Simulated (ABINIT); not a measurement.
# ZnSe (Stilleite) (F-43m) in ABINIT: a series of runs

The runs below take ZnSe (Stilleite) through single point, with PBE, PBEsol.

Program: ABINIT 10.8.3 (patched build). These are calculated values, not measurements. Logs are shortened: lines on timing, memory, paths and dates and some standing lists are left out, and cuts for length are marked. The log counts tension as positive stress, the text compression.

**Experimental background.**

From “Alloy Disordering Effects on the Thermal Conductivity and Energy Gap Temperature Dependence of Cd1−xZnxSe Ternary Crystals Grown by the Bridgman Method”, 2023, pmc:10253836, for a bulk crystal of ZnSe at 300 K: band gap 2.695 ± 0.003 eV (an exciton energy, a little under the gap).

The runs below are set against these values where they give the same quantity.

### 1 Starting point

It takes space group F-43m (No. 216, cubic). The conventional cell has a = 5.668 Å, b = 5.668 Å, c = 5.668 Å, α = 90.00°, β = 90.00°, γ = 90.00°. Around Se (site symmetry -43m) lie 4 Zn at 2.45 Å. Around Zn (site symmetry -43m) lie 4 Se at 2.45 Å.

### 2 Single point, PBE

run.abi

```
# Pseudopotentials
pp_dirpath "./"
pseudos "34_Se_16_1.9_2.1_pbe_n_v1.0.psp8, 30_Zn_20_1.9_2.3_pbe_n_v1.0.psp8"

# Structure
acell 3*1.0
rprim
     0.0000000000     5.3551058920     5.3551058920
     5.3551058920     0.0000000000     5.3551058920
     5.3551058920     5.3551058920     0.0000000000
ntypat 2
znucl 34 30
natom 2
typat 1 2
xred
     0.7500000000     0.7500000000     0.7500000000
     0.0000000000     0.0000000000     0.0000000000

# Plane-wave basis
ecut 31.0

# k points
kptopt 1
ngkpt 6 6 6
nshiftk 1
shiftk 0.0 0.0 0.0

# Exchange and correlation
ixc 11

# Bands and occupations
nband 22
occopt 3
tsmear 0.05 eV

# SCF cycle
nstep 100
tolvrs 1.0e-10

# Output
iomode 3
prtwf 0
prtden 0
prteig 0
prtebands 0
enunit 1
prtvol 2
```

Potentials or basis: SPMS NC PBE v1.0.

The run is started by

```sh
$ abinit run.abi > log 2>&1
```

run.abo:

```text
.Version 10.8.3 of ABINIT
 Symmetries : space group F-4 3 m (#216); Bravais cF (face-center cubic)
================================================================================
 Values of the parameters that define the memory need of the present run
     intxc =       0    ionmov =       0      iscf =       7    lmnmax =       6
     lnmax =       6     mgfft =      40  mpssoang =       3    mqgrid =    3001
     natom =       2  nloc_mem =       1    nspden =       1   nspinor =       1
    nsppol =       1      nsym =      24    n1xccc =    2501    ntypat =       2
    occopt =       3   xclevel =       2
       mpw =        2569          nfft =       64000          nkpt =          16
================================================================================
================================================================================

--------------------------------------------------------------------------------
------------- Echo of variables that govern the present computation ------------
--------------------------------------------------------------------------------
 -outvars: echo values of preprocessed input variables --------
            acell      1.0000000000E+00  1.0000000000E+00  1.0000000000E+00 Bohr
              amu      7.89600000E+01  6.53900000E+01
             ecut      3.10000000E+01 Hartree
           enunit           1
              ixc          11
         kptrlatt        6    0    0      0    6    0      0    0    6
          kptrlen      4.54395803E+01
            natom           2
            nband          22
            ngfft          40      40      40
             nkpt          16
            nstep         100
             nsym          24
           ntypat           2
           occopt           3
           prtden           0
        prtebands           0
           prteig           0
           prtvol           2
            prtwf           0
            rprim      0.0000000000E+00  5.3551058920E+00  5.3551058920E+00
                       5.3551058920E+00  0.0000000000E+00  5.3551058920E+00
                       5.3551058920E+00  5.3551058920E+00  0.0000000000E+00
          spgroup         216
           tolvrs      1.00000000E-10
           tsmear      1.83746611E-03 Hartree
            typat      1  2
           xangst      4.2506999971E+00  4.2506999971E+00  4.2506999971E+00
                       0.0000000000E+00  0.0000000000E+00  0.0000000000E+00
            xcart      8.0326588380E+00  8.0326588380E+00  8.0326588380E+00
                       0.0000000000E+00  0.0000000000E+00  0.0000000000E+00
             xred      7.5000000000E-01  7.5000000000E-01  7.5000000000E-01
                       0.0000000000E+00  0.0000000000E+00  0.0000000000E+00
            znucl       34.00000   30.00000

================================================================================

 chkinp: Checking input parameters for consistency.

================================================================================
== DATASET  1 ==================================================================

--- !DatasetInfo
iteration_state: {dtset: 1, }
dimensions: {natom: 2, nkpt: 16, mband: 22, nsppol: 1, nspinor: 1, nspden: 1, mpw: 2569, }
cutoff_energies: {ecut:  31.0, pawecutdg:  -1.0, }
electrons: {nelect:   3.60000000E+01, charge:   0.00000000E+00, occopt:   3.00000000E+00, tsmear:   1.83746611E-03, }
meta: {optdriver: 0, ionmov: 0, optcell: 0, iscf: 7, paral_kgb: 0, }
...

 Exchange-correlation functional for the present dataset will be:
  GGA: Perdew-Burke-Ernzerhof functional - ixc=11
  J.P.Perdew, K.Burke, M.Ernzerhof, PRL 77, 3865 (1996)

 Real(R)+Recip(G) space primitive vectors, cartesian coordinates (Bohr,Bohr^-1):
 R(1)=  0.0000000  5.3551059  5.3551059  G(1)= -0.0933688  0.0933688  0.0933688
[... 107 lines left out ...]
  4.22E-16 4.23E-16 2.50E-16 2.42E-16 2.40E-16 3.38E-16
   0.1667  0.1667  0.0000    1  2.26464E-15 kpt; spin; max resid(k); each band:
[... 32 lines left out ...]
  2.24E-16 7.46E-17 8.61E-17 1.44E-16 8.15E-19 5.61E-19 1.39E-19 5.55E-19
  1.39E-19 1.38E-16 9.48E-16 2.43E-16 2.55E-16 2.94E-17 2.78E-16 7.67E-16
  2.39E-16 2.48E-16 2.28E-16 4.64E-16 1.15E-09 1.84E-15
   0.5000  0.3333  0.1667    1  4.45882E-10 kpt; spin; max resid(k); each band:
  2.03E-16 8.09E-17 1.02E-16 1.60E-16 8.58E-19 4.96E-19 6.14E-19 5.97E-19
  3.50E-19 1.14E-16 6.55E-16 4.71E-16 4.62E-16 7.94E-17 2.38E-16 6.91E-16
  3.84E-16 3.97E-16 2.90E-16 2.11E-16 2.76E-16 4.46E-10
  -0.3333  0.3333  0.1667    1  1.23257E-08 kpt; spin; max resid(k); each band:
  2.14E-16 9.81E-17 8.95E-17 8.28E-17 8.45E-19 7.85E-19 1.72E-19 5.91E-19
  5.87E-19 1.32E-16 5.37E-16 4.18E-16 2.52E-16 1.64E-16 2.52E-16 3.48E-16
  4.41E-16 3.60E-16 2.84E-16 2.63E-16 1.17E-15 1.23E-08
  -0.3333  0.5000  0.1667    1  6.86183E-16 kpt; spin; max resid(k); each band:
  2.17E-16 1.04E-16 9.80E-17 9.45E-17 8.52E-19 8.27E-19 1.70E-19 5.86E-19
  4.95E-19 1.41E-16 6.86E-16 3.13E-16 2.85E-16 1.23E-16 2.01E-16 4.82E-16
  4.88E-16 1.72E-16 2.41E-16 3.35E-16 1.93E-16 3.12E-16
 reduced coordinates (array xred) for    2 atoms
       0.750000000000      0.750000000000      0.750000000000
       0.000000000000      0.000000000000      0.000000000000
 rms dE/dt=  7.7997E-25; max dE/dt=  1.1029E-24; dE/dt below (all hartree)
    1      -0.000000000000     -0.000000000000      0.000000000000
    2       0.000000000000      0.000000000000     -0.000000000000

 cartesian coordinates (angstrom) at end:
    1      4.25069999714445     4.25069999714445     4.25069999714445
    2      0.00000000000000     0.00000000000000     0.00000000000000

 cartesian forces (hartree/bohr) at end:
    1     -0.00000000000000    -0.00000000000000     0.00000000000000
    2      0.00000000000000     0.00000000000000    -0.00000000000000
 frms,max,avg= 1.0013367E-25 1.5687931E-25   0.000E+00  0.000E+00  0.000E+00 h/b

 cartesian forces (eV/Angstrom) at end:
    1     -0.00000000000000    -0.00000000000000     0.00000000000000
    2      0.00000000000000     0.00000000000000    -0.00000000000000
 frms,max,avg= 5.1490803E-24 8.0670584E-24   0.000E+00  0.000E+00  0.000E+00 e/A
 length scales=  1.000000000000  1.000000000000  1.000000000000 bohr
              =  0.529177210544  0.529177210544  0.529177210544 angstroms
 Fermi (or HOMO) energy (eV) =   2.35411   Average Vxc (eV)=  -9.97422
 Eigenvalues (   eV  ) for nkpt=  16  k points:
 kpt#   1, nband= 22, wtk=  0.00463, kpt=  0.0000  0.0000  0.0000 (reduced coord)
-123.57823  -77.72577  -77.72577  -77.72577  -45.26855  -45.26855  -45.26855  -45.26167
 -45.26167  -11.57335   -4.85099   -4.85099   -4.85099   -4.48145   -4.48145    1.68632
   1.68632    1.68632    2.96517    7.50418    7.50418    7.50418
 kpt#   2, nband= 22, wtk=  0.03704, kpt=  0.1667  0.0000  0.0000 (reduced coord)
-123.57823  -77.72579  -77.72577  -77.72577  -45.26854  -45.26850  -45.26850  -45.26165
 -45.26165  -11.39909   -4.83460   -4.82438   -4.82438   -4.48312   -4.48312   -0.21841
   1.43452    1.43452    4.23162    7.56877    7.90664    7.90664
 kpt#   3, nband= 22, wtk=  0.03704, kpt=  0.3333  0.0000  0.0000 (reduced coord)
-123.57823  -77.72582  -77.72578  -77.72578  -45.26852  -45.26842  -45.26842  -45.26163
 -45.26163  -11.00814   -4.77966   -4.77966   -4.68067   -4.47481   -4.47481   -2.36629
   1.00801    1.00801    4.36592    8.17721    8.17721    9.25896
 kpt#   4, nband= 22, wtk=  0.01852, kpt=  0.5000  0.0000  0.0000 (reduced coord)
-123.57823  -77.72584  -77.72578  -77.72578  -45.26851  -45.26838  -45.26838  -45.26162
 -45.26162  -10.78506   -4.76336   -4.76336   -4.46287   -4.46287   -4.32338   -3.53421
   0.82077    0.82077    4.22917    8.08144    8.08144   10.26646
 kpt#   5, nband= 22, wtk=  0.02778, kpt=  0.1667  0.1667  0.0000 (reduced coord)
[... 32 lines left out ...]
-123.57823  -77.72584  -77.72580  -77.72580  -45.26872  -45.26820  -45.26820  -45.26174
 -45.26148  -10.51724   -4.81908   -4.59789   -4.59789   -4.43291   -4.30337   -3.06045
  -0.49416   -0.49416    4.67637    5.15475   12.41792   12.94735
 kpt#  14, nband= 22, wtk=  0.11111, kpt=  0.5000  0.3333  0.1667 (reduced coord)
-123.57823  -77.72582  -77.72580  -77.72579  -45.26857  -45.26836  -45.26830  -45.26168
 -45.26156  -10.73666   -4.75844   -4.71229   -4.61152   -4.46499   -4.41528   -2.49925
  -0.75867    0.16404    6.38526    6.68356    8.18090   10.81390
 kpt#  15, nband= 22, wtk=  0.11111, kpt= -0.3333  0.3333  0.1667 (reduced coord)
-123.57823  -77.72583  -77.72581  -77.72579  -45.26849  -45.26842  -45.26825  -45.26166
 -45.26156  -10.58428   -4.73822   -4.68327   -4.51693   -4.48746   -4.23928   -3.04908
  -1.14284   -0.18700    6.47212    7.25378    8.82388   10.68440
 kpt#  16, nband= 22, wtk=  0.05556, kpt= -0.3333  0.5000  0.1667 (reduced coord)
-123.57823  -77.72583  -77.72581  -77.72580  -45.26860  -45.26833  -45.26821  -45.26170
 -45.26152  -10.51354   -4.75316   -4.63434   -4.56180   -4.46691   -4.21185   -3.01253
  -0.93339   -0.86062    6.15975    6.49959    9.96070   10.29981
 Total charge density [el/Bohr^3]
)     Maximum=    3.3302E+00  at reduced coord.    0.0750    0.9500    0.9500
)Next maximum=    3.3302E+00  at reduced coord.    0.0250    0.9500    0.9500
)     Minimum=    1.8424E-03  at reduced coord.    0.2500    0.2500    0.2500
)Next minimum=    1.8715E-03  at reduced coord.    0.2500    0.2500    0.2250
   Integrated=    3.6000E+01

--- !EnergyTerms
iteration_state     : {dtset: 1, }
comment             : Components of total free energy in Hartree
kinetic             :  1.44298913773513E+02
hartree             :  1.09672113802562E+02
xc                  : -4.18259019399463E+01
Ewald energy        : -1.64371564841345E+02
psp_core            :  9.73103894916816E+00
local_psp           : -2.48481406119376E+02
non_local_psp       : -1.21131155166201E+02
internal            : -3.12107961541625E+02
'-kT*entropy'       : -2.32589523943494E-09
total_energy        : -3.12107961543951E+02
total_energy_eV     : -8.49289029201824E+03
band_energy         : -4.55153735318815E+01
...

 Cartesian components of stress tensor (hartree/bohr^3)
  sigma(1 1)= -7.67678172E-05  sigma(3 2)=  0.00000000E+00
  sigma(2 2)= -7.67678172E-05  sigma(3 1)=  0.00000000E+00
  sigma(3 3)= -7.67678172E-05  sigma(2 1)=  0.00000000E+00

-Cartesian components of stress tensor (GPa)         [Pressure=  2.2586E+00 GPa]
- sigma(1 1)= -2.25858716E+00  sigma(3 2)=  0.00000000E+00
- sigma(2 2)= -2.25858716E+00  sigma(3 1)=  0.00000000E+00
- sigma(3 3)= -2.25858716E+00  sigma(2 1)=  0.00000000E+00

== END DATASET(S) ==============================================================
================================================================================

 -outvars: echo values of variables after computation  --------
            acell      1.0000000000E+00  1.0000000000E+00  1.0000000000E+00 Bohr
           etotal     -3.1210796154E+02
            fcart     -5.2293102855E-26 -5.2293102855E-26  1.5687930856E-25
                       5.2293102855E-26  5.2293102855E-26 -1.5687930856E-25
            rprim      0.0000000000E+00  5.3551058920E+00  5.3551058920E+00
                       5.3551058920E+00  0.0000000000E+00  5.3551058920E+00
                       5.3551058920E+00  5.3551058920E+00  0.0000000000E+00
           strten     -7.6767817199E-05 -7.6767817199E-05 -7.6767817199E-05
                       0.0000000000E+00  0.0000000000E+00  0.0000000000E+00
           xangst      4.2506999971E+00  4.2506999971E+00  4.2506999971E+00
                       0.0000000000E+00  0.0000000000E+00  0.0000000000E+00
             xred      7.5000000000E-01  7.5000000000E-01  7.5000000000E-01
                       0.0000000000E+00  0.0000000000E+00  0.0000000000E+00
 Calculation completed.
```

Wall time 33 s (1 thread of Arm Neoverse V2, shared host); peak memory 0.08 GiB.

Results:

```yaml
Free_energy: -8492.8903 eV
Pressure: 2.3 GPa
Band_gap_on_the_k_mesh: 1.28 eV, direct
Valence_electrons_inside_the_program's_atomic_spheres: Se 13.27; Zn 18.11
```

Levels at points of the mesh, in eV from the valence-band top:
```
           k point  band 14  band 15  band 16  band 17  band 18  band 19  band 20  band 21  band 22
(0.00, 0.00, 0.00)    -6.17    -6.17     0.00     0.00     0.00     1.28     5.82     5.82     5.82
(0.50, 0.00, 0.00)    -6.15    -6.01    -5.22    -0.87    -0.87     2.54     6.40     6.40     8.58
(0.50, 0.50, 0.00)    -6.12    -5.99    -4.75    -2.18    -2.18     2.99     3.47    10.73    11.26
```

### 3 Single point, PBEsol

run.abi

```
# Pseudopotentials
pp_dirpath "./"
pseudos "Se.upf, Zn.upf"

# Structure
acell 4.0075983931 4.0075983931 4.0075983931 Angstrom
rprim
     0.0000000000     0.7071067812     0.7071067812
     0.7071067812     0.0000000000     0.7071067812
     0.7071067812     0.7071067812     0.0000000000
ntypat 2
znucl 34 30
natom 2
typat 1 2
xred
     0.7500000000     0.7500000000     0.7500000000
     0.0000000000     0.0000000000     0.0000000000

# Plane-wave basis
ecut 39.0

# k points
kptopt 1
ngkpt 6 6 6
nshiftk 1
shiftk 0.0 0.0 0.0

# Exchange and correlation
ixc -116133

# Bands and occupations
nband 22
occopt 3
tsmear 0.05 eV

# SCF cycle
nstep 100
tolvrs 1.0e-10

# Output
iomode 3
prtwf 0
prtden 0
prteig 0
prtebands 0
```

Potentials or basis: PseudoDojo NC SR PBEsol v0.4.1 standard.

The run is started by

```sh
$ abinit run.abi > log 2>&1
```

run.abo:

```text
.Version 10.8.3 of ABINIT
 Symmetries : space group F-4 3 m (#216); Bravais cF (face-center cubic)
================================================================================
 Values of the parameters that define the memory need of the present run
     intxc =       0    ionmov =       0      iscf =       7    lmnmax =       6
     lnmax =       6     mgfft =      45  mpssoang =       3    mqgrid =    3001
     natom =       2  nloc_mem =       1    nspden =       1   nspinor =       1
    nsppol =       1      nsym =      24    n1xccc =    2501    ntypat =       2
    occopt =       3   xclevel =       2
       mpw =        3593          nfft =       91125          nkpt =          16
================================================================================
================================================================================

--------------------------------------------------------------------------------
------------- Echo of variables that govern the present computation ------------
--------------------------------------------------------------------------------
 -outvars: echo values of preprocessed input variables --------
            acell      7.5732633856E+00  7.5732633856E+00  7.5732633856E+00 Bohr
              amu      7.89600000E+01  6.53900000E+01
             ecut      3.90000000E+01 Hartree
              ixc     -116133
         kptrlatt        6    0    0      0    6    0      0    0    6
          kptrlen      4.54395803E+01
            natom           2
            nband          22
            ngfft          45      45      45
             nkpt          16
[... 167 lines left out ...]
comment             : Components of total free energy in Hartree
kinetic             :  1.70667691233327E+02
hartree             :  1.24817246769649E+02
xc                  : -4.62268965300542E+01
Ewald energy        : -1.64371564725863E+02
psp_core            :  6.53475314506448E+00
local_psp           : -3.20969896872046E+02
non_local_psp       : -1.00526272456688E+02
internal            : -3.30074939436612E+02
'-kT*entropy'       : -6.48176591083703E-09
total_energy        : -3.30074939443093E+02
total_energy_eV     : -8.98179666730480E+03
band_energy         : -4.33049239661971E+01
...

 Cartesian components of stress tensor (hartree/bohr^3)
  sigma(1 1)=  5.48621736E-05  sigma(3 2)=  0.00000000E+00
  sigma(2 2)=  5.48621736E-05  sigma(3 1)=  0.00000000E+00
  sigma(3 3)=  5.48621736E-05  sigma(2 1)=  0.00000000E+00

-Cartesian components of stress tensor (GPa)         [Pressure= -1.6141E+00 GPa]
- sigma(1 1)=  1.61410087E+00  sigma(3 2)=  0.00000000E+00
- sigma(2 2)=  1.61410087E+00  sigma(3 1)=  0.00000000E+00
- sigma(3 3)=  1.61410087E+00  sigma(2 1)=  0.00000000E+00

== END DATASET(S) ==============================================================
================================================================================

 -outvars: echo values of variables after computation  --------
            acell      7.5732633856E+00  7.5732633856E+00  7.5732633856E+00 Bohr
           etotal     -3.3007493944E+02
            fcart      2.0112731853E-28  2.0112731853E-28 -6.0338195559E-28
                      -2.0112731853E-28 -2.0112731853E-28  6.0338195559E-28
            rprim      0.0000000000E+00  7.0710678120E-01  7.0710678120E-01
                       7.0710678120E-01  0.0000000000E+00  7.0710678120E-01
                       7.0710678120E-01  7.0710678120E-01  0.0000000000E+00
           strten      5.4862173575E-05  5.4862173575E-05  5.4862173575E-05
                       0.0000000000E+00  0.0000000000E+00  0.0000000000E+00
           xangst      4.2507000001E+00  4.2507000001E+00  4.2507000001E+00
                       0.0000000000E+00  0.0000000000E+00  0.0000000000E+00
             xred      7.5000000000E-01  7.5000000000E-01  7.5000000000E-01
                       0.0000000000E+00  0.0000000000E+00  0.0000000000E+00
 Calculation completed.
```

Run time: 70 s. Hardware: 1 thread of Arm Neoverse V1, shared host; peak memory 0.09 GiB.

Results:

```yaml
Free_energy: -8981.7967 eV
Pressure: -1.6 GPa
Band_gap_on_the_k_mesh: 1.17 eV, direct
Valence_electrons_inside_the_program's_atomic_spheres: Se 13.25; Zn 18.12
```

Levels at points of the mesh, in eV from the valence-band top:
| k point | band 14 | band 15 | band 16 | band 17 | band 18 | band 19 | band 20 | band 21 | band 22 |
| --- | --- | --- | --- | --- | --- | --- | --- | --- | --- |
| (0.00, 0.00, 0.00) | -6.18 | -6.18 | 0.00 | 0.00 | 0.00 | 1.17 | 5.75 | 5.75 | 5.75 |
| (0.50, 0.00, 0.00) | -6.16 | -6.02 | -5.27 | -0.87 | -0.87 | 2.45 | 6.32 | 6.32 | 8.40 |
| (0.50, 0.50, 0.00) | -6.13 | -6.00 | -4.78 | -2.20 | -2.20 | 2.85 | 3.38 | 10.59 | 11.18 |

### 4 How close it comes

Step 2. Against the measured gap of ZnSe, 2.695 eV (an exciton energy, a little under the gap; 300 K; “Alloy Disordering Effects on the Thermal Conductivity and Energy Gap Temperature Dependence of Cd1−xZnxSe Ternary Crystals Grown by the Bridgman Method”, 2023, pmc:10253836), the calculated 1.28 eV is off by -1.42 eV. So large a miss can be the level of theory's own, or it may mean another phase, state or a wrong row. Spin-orbit coupling on Se is left out. The value is that of PBE, without temperature or zero-point motion. Semilocal functionals fall short of measured gaps as a rule.

Step 3. A measured gap of ZnSe is 2.695 eV (an exciton energy, a little under the gap; 300 K; “Alloy Disordering Effects on the Thermal Conductivity and Energy Gap Temperature Dependence of Cd1−xZnxSe Ternary Crystals Grown by the Bridgman Method”, 2023, pmc:10253836); the calculated 1.17 eV misses it by -1.53 eV. So large a miss can be the level of theory's own, or it may mean another phase, state or a wrong row. Spin-orbit coupling on Se is left out. The value is that of PBEsol, without temperature or zero-point motion. Semilocal functionals fall short of measured gaps as a rule.
